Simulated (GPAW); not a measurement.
Input of a GPAW 26.7.0 run:

File run.py:

```python
from ase import Atoms
from ase.filters import FrechetCellFilter
from ase.io import write
from ase.optimize import BFGS
from ase.units import GPa
from gpaw import GPAW, PW, setup_paths

setup_paths.insert(0, '.')

atoms = Atoms(['Cu', 'Cl', 'Cl'],
              cell=[[4.520648, 0.0, 0.0],
                    [0.0, 4.520648, 0.0],
                    [0.0, 0.0, 4.317712]],
              scaled_positions=[[0.0, 0.0, 0.0],
                                [0.0, 0.5, 0.0],
                                [0.5, 0.0, 0.0]],
              pbc=True)

calc = GPAW(mode=PW(600),
            xc='PBEsol',
            kpts={'size': (5, 5, 5), 'gamma': True},
            occupations={'name': 'fermi-dirac', 'width': 0.05},
            nbands=25,
            convergence={'density': 1e-05, 'forces': 0.0001},
            maxiter=150,
            txt='gpaw.txt')
atoms.calc = calc
opt = BFGS(FrechetCellFilter(atoms, scalar_pressure=30 * GPa), trajectory='relax.traj', logfile='-')
done = opt.run(fmax=0.02, steps=60)
calc.write('gs.gpw')
write('result.traj', atoms)
print('Converged:', done)
print('Cell:', atoms.cell.cellpar().round(4))
print('Volume:', round(atoms.get_volume(), 4))
print(atoms.get_scaled_positions().round(5))
```

Potentials or basis: PAW data sets generated in the run's folder for this functional, pw.

Command:

```console
$ gpaw-setup -f PBEsol Cl Cu
$ OMP_NUM_THREADS=1 python run.py
```

Task: What does it give for the space group after relaxing (to 0.05 Å)?

Result: P4/mmm (No. 123).

Task: What does it give for the relaxed volume?

Result: 15.17 Å³/atom.

Task: What does it give for the band gap on the k mesh?

Result: None (metal or under the smearing width).

Task: Estimate the relaxed cell.

Result: a = 4.322 Å, b = 4.322 Å, c = 2.436 Å, α = 90.00°, β = 90.00°, γ = 90.00°.

Final structure:
```
CELL_PARAMETERS angstrom
4.32161 0.00000 0.00000
0.00000 4.32161 0.00000
0.00000 0.00000 2.43614
ATOMIC_POSITIONS crystal
Cu 0.00000 0.00000 0.00000
Cl 0.00000 0.50000 0.00000
Cl 0.50000 0.00000 0.00000
```

Caveat: with this Cu data set, volumes or pressures lay over 1.5 % or 2 GPa off other programs in two to four cells of ten; later steps reuse the first step's grids; the volume moved by over 15 % at a fixed basis, so the end points are rough; this functional lacks dispersion, which binds the layers, so the pressure and a relaxed spacing across them are unreliable; an odd number of electrons without spin polarisation forces a metal; a magnetic or distorted state may lie lower; the run has no spin polarisation, though such a crystal can be magnetic; semilocal functionals often make such compounds metallic where correlation or magnetic order opens a gap, which also shifts bond lengths. With open d or f shells a metallic result of PBEsol can be an artefact of self-interaction; +U or a hybrid may open a gap.
